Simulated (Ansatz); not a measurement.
# Cs on Au (Gold) (111)

This session takes Au (Gold) and sets out to prepare the clean (111) slab, then find where and how strongly Cs adsorbs.

The COD entry's cell or inner coordinates are ideal or old and differ from later refinements, so a difference from it is no clean test against experiment.

Program: Ansatz 0.2.0. Level of theory: DFT PBE+D3(BJ), scalar-relativistic, plane waves, PAW. These are calculated values, not measurements.

1 further run of the same task is left out (set aside as unsound or not needed).

### Step 1. The structure to begin with

It takes space group Fm-3m (No. 225, cubic). The conventional cell has a = 4.103 Å, b = 4.103 Å, c = 4.103 Å, α = 90.00°, β = 90.00°, γ = 90.00°. Au (site symmetry m-3m) is surrounded by 12 Au at 2.90 Å.

Structure file:

```cif
data_structure
_symmetry_space_group_name_H-M 'P 1'
_symmetry_Int_Tables_number 1
_cell_length_a 2.9014
_cell_length_b 2.9014
_cell_length_c 2.9014
_cell_angle_alpha 60.000
_cell_angle_beta 60.000
_cell_angle_gamma 60.000
_cell_volume 17.27
loop_
_atom_site_label
_atom_site_type_symbol
_atom_site_fract_x
_atom_site_fract_y
_atom_site_fract_z
_atom_site_occupancy
Au1 Au 0.00000 0.00000 0.00000 1
```

This cell was relaxed beforehand with the same method: volume 17.27 Å³/atom, gap on the mesh none (metal).

### Step 2. The slab

Miller indices refer to the conventional cell of the relaxed bulk, Fm-3m (No. 225): a = 4.103 Å, b = 4.103 Å, c = 4.103 Å, α = 90.00°, β = 90.00°, γ = 90.00°.

A (111) slab, 7.1 Å thick as cut, with 17 Å of vacuum, in a 2×2 surface cell; its outer planes are Au (top) and Au (bottom).

The slab as cut. Layers, bottom to top:

| plane | atoms per cell | height over the lowest (Å) |
| --- | --- | --- |
| 1 | Au4 | 0.00 |
| 2 | Au4 | 2.37 |
| 3 | Au4 | 4.74 |
| 4 | Au4 | 7.11 |

### Step 3. The clean surface, relaxed

input.yaml

```yaml
crystal:
  lattice:
    - [5.8028129892, 0.0, 0.0]
    - [-2.9014064946, 5.0253834621, 0.0]
    - [0.0, 0.0, 24.1069654482]
  atoms:
    - { symbol: Au, position: [0.3333333333, 0.1666666667, 0.3525951874] }
    - { symbol: Au, position: [0.3333333333, 0.6666666667, 0.3525951874] }
    - { symbol: Au, position: [0.8333333333, 0.1666666667, 0.3525951874] }
    - { symbol: Au, position: [0.8333333333, 0.6666666667, 0.3525951874] }
    - { symbol: Au, position: [0.6666666667, 0.3333333333, 0.4508650625] }
    - { symbol: Au, position: [0.6666666667, 0.8333333333, 0.4508650625] }
    - { symbol: Au, position: [0.1666666667, 0.3333333333, 0.4508650625] }
    - { symbol: Au, position: [0.1666666667, 0.8333333333, 0.4508650625] }
    - { symbol: Au, position: [0.0, 0.5, 0.5491349375] }
    - { symbol: Au, position: [0.0, 0.0, 0.5491349375] }
    - { symbol: Au, position: [0.5, 0.5, 0.5491349375] }
    - { symbol: Au, position: [0.5, 0.0, 0.5491349375] }
    - { symbol: Au, position: [0.3333333333, 0.6666666667, 0.6474048126] }
    - { symbol: Au, position: [0.3333333333, 0.1666666667, 0.6474048126] }
    - { symbol: Au, position: [0.8333333333, 0.6666666667, 0.6474048126] }
    - { symbol: Au, position: [0.8333333333, 0.1666666667, 0.6474048126] }
basis:
  ecutwfc: 420
kpoints:
  mp_grid: { grid: [6, 6, 1] }
hamiltonian:
  xc: pbe
  dispersion: d3bj
scf:
  occupations: { method: gaussian, width: 0.1 }
output:
  forces: true
  eigenvalues: true
  write_density: true
  write_potential: true
  elf: true
  volumetric_format: npy
relax:
  adjacent_minimum: "off"
  f_tol: 0.03
  max_steps: 70
  constraints: [{ sites: [0, 1, 2, 3, 4, 5, 6, 7] }]
efield:
  axis: 3
  dipole_correction: true
```

Started as:

```bash
> ansatz run input.yaml --threads 4 --pin off --max-ram 10240MiB --backend cpu --events-out ev --progress --plain --runs-dir out
```

Further runs follow: Cs at the top (Au) site; start: Cs, hollow (nearest Au); Cs put at a bridge (Au-Au) site; Cs put at a hollow (nearest Au) site.

**Question.** What will these runs give? Wanted: clean slab: work function; Cs: lowest end.

As calculated:

```
                 quantity                                                      value
clean slab: work function                                                    5.11 eV
           Cs: lowest end  from the hollow (nearest Au) start, 3 bonded, 2.83 Å high
```

It lowers the work function by 3.55 eV, as a dipole layer with its positive end outwards does. A start on a symmetric site keeps its symmetry, so an end may be a saddle point and not a minimum. In some runs the vacuum holds more charge than the dipole correction wants, so vacuum levels can be off. The runs treat Au without spin-orbit coupling.
